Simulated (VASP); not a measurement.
Here is a VASP 6.6.1 calculation.

The input INCAR:

```
SYSTEM = GaP
  PREC = Accurate
  ENCUT = 600
  EDIFF = 1E-7
  ISMEAR = 0
  SIGMA = 0.03
  LREAL = .False.
  LASPH = .True.
  NELM = 80
  ALGO = Normal
  ISIF = 3
  LWAVE = .False.
  LCHARG = .False.
  GGA = PS
  IBRION = 2
  NSW = 90
  EDIFFG = -0.005
```

File KPOINTS:

```
Automatic mesh
0
Gamma
  10 10 10
  0 0 0
```

The input POSCAR:

```
GaP                                     
1.0
    0.0000000000      2.7184346441      2.7184346441
    2.7184346441     -0.0000000000      2.7184346441
    2.7184346441      2.7184346441     -0.0000000000
  Ga              P             
     1     1
Direct
     0.0000000000000000    0.0000000000000000    0.0000000000000000
     0.2500000000000000    0.2500000000000000    0.2500000000000000
```

Potentials or basis: VASP PAW PBE potentials, release 64 (Ga_d, P).

Launch:

```bash
$ cat potpaw_PBE.64/Ga_d/POTCAR potpaw_PBE.64/P/POTCAR > POTCAR
$ mpirun -np 1 vasp_std > vasp.out
```

Question: What does it give for the band gap on the k mesh?

Answer: 1.47 eV, indirect (least direct gap 1.81 eV).

Final structure:
```
CELL_PARAMETERS angstrom
0.00000 2.71843 2.71843
2.71843 0.00000 2.71843
2.71843 2.71843 0.00000
ATOMIC_POSITIONS crystal
Ga 0.00000 0.00000 0.00000
P 0.25000 0.25000 0.25000
```

Caveat: the relaxation stopped at its first step, so nothing moved. A k mesh can miss the band edges.
